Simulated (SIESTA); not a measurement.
Pb, 1 atom in the cell. Symmetry: Fm-3m, No. 225, cubic system. Conventional cell: a = 4.950 Å, b = 4.950 Å, c = 4.950 Å, α = 90.00°, β = 90.00°, γ = 90.00°. Pb (site symmetry m-3m) has 12 Pb at 3.50 Å as nearest neighbours. 

- Program: SIESTA 5.4.2
- Task: band structure
- Functional: LDA
- Potentials or basis: PseudoDojo 0.4 standard (LDA files)
- Basis: DZP (energy shift 0.003 Ry; two zetas on semicore shells)
- Grid cutoff: 500 Ry
- Energy shift: 0.003 Ry
- k mesh: 9 × 9 × 9
- Occupations: fermi-dirac, width 0.05 eV
- Spin: no spin polarisation

Potentials or basis: PseudoDojo 0.4 standard (LDA files), DZP (energy shift 0.003 Ry; two zetas on semicore shells).

Launch:

```console
$ siesta < Pb.fdf > Pb.out 2>&1
```

Hardware: 1 thread of Arm Neoverse V2, with other jobs on the host.

How long does it take, and how much memory?

Wall time 16 s on 1 thread of Arm Neoverse V2 (shared host), peak memory 0.19 GiB. Counts: scf iterations 7, k points 365, bands 23.
